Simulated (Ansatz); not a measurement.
# TaN (zincblende): equation of state

The task here is to estimate one member of a computed series from the others.

Method: DFT r²SCAN, scalar-relativistic, plane waves, PAW, in Ansatz 0.2.0.

## The starting structure

The structure is cubic, space group F-43m (No. 216). Conventional cell: a = 4.733 Å, b = 4.733 Å, c = 4.733 Å, α = 90.00°, β = 90.00°, γ = 90.00°. Ta (site symmetry -43m) has 4 N at 2.05 Å in its first shell of neighbours. N (site symmetry -43m) is surrounded by 4 Ta at 2.05 Å.

As a file:

```xyz
2
Lattice="0.0000 2.3665 2.3665 2.3665 0.0000 2.3665 2.3665 2.3665 0.0000" Properties=species:S:1:pos:R:3 pbc="T T T"
Ta    0.0000    0.0000    0.0000
N     1.1833    1.1833    1.1833
```

This cell comes from an earlier session at r²SCAN: 13.253 Å³/atom at 0.00 GPa, on a 12×12×12 mesh.

Volume factors to run: 0.980, 1.020, 0.960, 1.040, 1.070.

Set-up of the first run:

input.yaml

```yaml
crystal:
  lattice:
    - [0.0, 2.350622038, 2.350622038]
    - [2.350622038, 0.0, 2.350622038]
    - [2.350622038, 2.350622038, 0.0]
  atoms:
    - { symbol: Ta, position: [0.0, 0.0, 0.0], spin: 0.05 }
    - { symbol: "N", position: [0.25, 0.25, 0.25] }
basis:
  ecutwfc: 500
  ecutrho_ratio: 4
kpoints:
  mp_grid: { grid: [12, 12, 12] }
hamiltonian:
  xc: r2scan
scf:
  occupations: { method: gaussian, width: 0.05 }
output:
  forces: true
  stress: true
  eigenvalues: true
  populations: true
magnetization:
  spin_polarized: true
```

On the command line:

```bash
$ ansatz run input.yaml --threads 2 --pin off --max-ram 2662MiB --backend cpu --events-out ev --progress --plain --runs-dir out
```

Among the steps run: Volume × 0.980; Scaling the volume by 1.020; At 0.960 of the relaxed volume; Scaling the volume by 1.040; Scaling the volume by 1.070.

One of the session's tables, all rows but one given; the rest of the session is left out.

It belongs to the step «The fit». 

```
volume (Å³/atom)  energy (meV/atom)  pressure (GPa)
          12.723              18.67           11.73
          12.988               4.48            5.57
          13.253               0.00            0.00
          13.518               4.26           -5.00
          13.783                  ?               ?
          14.181              47.54          -15.40
```

**Question.** Estimate the row for volume (Å³/atom) = 13.783.

Worked estimate for «energy (meV/atom)». A straight line through the neighbours (13.518, 4.26) and (14.181, 47.54) gives 4.26 + (47.54 − 4.26) × (13.783 − 13.518) / (14.181 − 13.518) = 21.56; a parabola fitted to 3 rows on both sides gives 15.97.

The run gave: energy (meV/atom): 16.38; pressure (GPa): -9.49. In «energy (meV/atom)» the line misses by +5.18 and the parabola by -0.41.

Limits of these values: Warnings in the runs' records: stability check not made, seeded moment not kept.
